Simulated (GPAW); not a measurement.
Crystal: Ge.

```
CELL_PARAMETERS angstrom
-2.57449 2.57449 1.39741
2.57449 -2.57449 1.39741
2.57449 2.57449 -1.39741
ATOMIC_POSITIONS crystal
Ge 0.50000 0.50000 0.00000
Ge 0.25000 0.75000 0.50000
```

This isn't the form of Ge at room conditions, which is diamond.

```yaml
Program: GPAW 26.7.0
Task: relaxation of cell and atoms
Functional: revPBE
Dispersion: D4
Potentials_or_basis: the program's PAW data sets (release 1.2.1) made for this functional
Cutoff: 600 eV
Basis: pw
k_mesh: 8 × 8 × 8
Occupations: fermi-dirac, width 0.05 eV
Spin: no spin polarisation
```

At the start: pressure -1.1 GPa; volume 18.52 Å³/atom.

Problem. Where does the relaxation end?

Solution. Over 7 steps the energy falls by 7.8 meV/atom and the volume is 18.29 Å³/atom (-1.3 %); space group I4_1/amd (No. 141, to 0.05 Å).

Step by step:
```tsv
step	energy change (eV)	largest force (eV/Å)	pressure (GPa)	volume (Å³)
1	0.0000	0.0000	-1.14	37.05
2	-0.0032	0.0000	-0.92	36.94
3	-0.0124	0.0000	0.46	36.33
4	-0.0136	0.0000	0.70	36.23
5	-0.0146	0.0000	0.78	36.21
6	-0.0150	0.0000	0.56	36.31
7	-0.0155	0.0000	0.01	36.57
```

Final structure:
```
CELL_PARAMETERS angstrom
-2.52365 2.52365 1.43565
2.52365 -2.52365 1.43565
2.52365 2.52365 -1.43565
ATOMIC_POSITIONS crystal
Ge 0.50000 0.50000 0.00000
Ge 0.25000 0.75000 0.50000
```

Caveat: later steps reuse the first step's grids; pairwise dispersion overbinds metals, which lowers pressure and volume.
